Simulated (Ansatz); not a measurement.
**ZrO2: the crystal squeezed far**

The task here is to estimate one member of a computed series from the others.

Method: DFT, PBE, PAW with Ansatz's default frozen-core files, scalar-relativistic, in Ansatz 0.2.0.

### The starting structure

The structure is cubic, space group Fm-3m (No. 225). The conventional cell has a = 4.932 Å, b = 4.932 Å, c = 4.932 Å, α = 90.00°, β = 90.00°, γ = 90.00°. Around Zr (site symmetry m-3m) lie 8 O at 2.14 Å. O (site symmetry -43m) is surrounded by 4 Zr at 2.14 Å.

As a file:

```cif
data_structure
_symmetry_space_group_name_H-M 'Fm-3m'
_symmetry_Int_Tables_number 225
_cell_length_a 4.9324
_cell_length_b 4.9324
_cell_length_c 4.9324
_cell_angle_alpha 90.000
_cell_angle_beta 90.000
_cell_angle_gamma 90.000
_cell_volume 120.00
loop_
_atom_site_label
_atom_site_type_symbol
_atom_site_symmetry_multiplicity
_atom_site_Wyckoff_symbol
_atom_site_fract_x
_atom_site_fract_y
_atom_site_fract_z
_atom_site_occupancy
Zr1 Zr 4 a 0.00000 0.00000 0.00000 1
O1 O 8 c 0.25000 0.75000 0.75000 1
```

The file gives the conventional cell by its symmetry; the runs use the cell typed in the input.

Whether this phase is the stable one at these pressures isn't tested.

Atoms are numbered in the order of the input: Zr1, O2, O3.

Set-up of the first run:

input.yaml reads:

```yaml
crystal:
  lattice:
    - [0.0, 2.4662120743, 2.4662120743]
    - [2.4662120743, 0.0, 2.4662120743]
    - [2.4662120743, 2.4662120743, 0.0]
  atoms:
    - { symbol: Zr, position: [0.0, 0.0, 0.0] }
    - { symbol: O, position: [0.25, 0.25, 0.25] }
    - { symbol: O, position: [0.75, 0.75, 0.75] }
kpoints:
  mp_grid: { grid: [11, 11, 11] }
scf:
  occupations: { method: fermi_dirac, width: 0.08 }
hamiltonian:
  xc: pbe
  pseudopotentials: { kind: paw }
output:
  forces: true
  stress: true
relax:
  f_tol: 0.005
  max_steps: 40
  cell: {}
```

Launch:

```console
$ ansatz run input.yaml --threads 1 --pin off --max-ram 3072MiB --backend cpu --events-out ev --progress --plain --runs-dir out
```

Steps of the session up to this table: Cell relaxed at zero pressure, PAW; More of the same log: cell relaxed at zero pressure; Volume scaled by 1, PAW; Volume scaled by 0.94, PAW; Volume scaled by 0.88, PAW; Volume scaled by 0.8, PAW; Volume scaled by 0.72, PAW; Volume scaled by 0.62, PAW; Volume scaled by 0.62, PAW (cutoff 250 eV).

One of the session's tables, all rows but one given; the rest of the session is left out.

```
             method  volume over the first  volume (Å³/atom)  pressure (GPa)  gap on the k mesh (eV)
                PAW                      1                 ?               ?                       ?
                PAW                   0.94            10.488           16.68                    3.52
                PAW                   0.88             9.818           39.53                    3.70
                PAW                    0.8             8.926           84.03                    3.93
                PAW                   0.72             8.033          153.54                    4.17
                PAW                   0.62             6.917          302.24                    4.44
PAW (cutoff 250 eV)                   0.62             6.917          300.41                    4.48
```

Q: Estimate the row for PAW, 1 from the others.

As computed: volume (Å³/atom): 11.157; pressure (GPa): 0.01; gap on the k mesh (eV): 3.35. In the column «volume (Å³/atom)» it is the highest.

Caveats from the session: Warnings in the runs' records: cutoff below recommended.
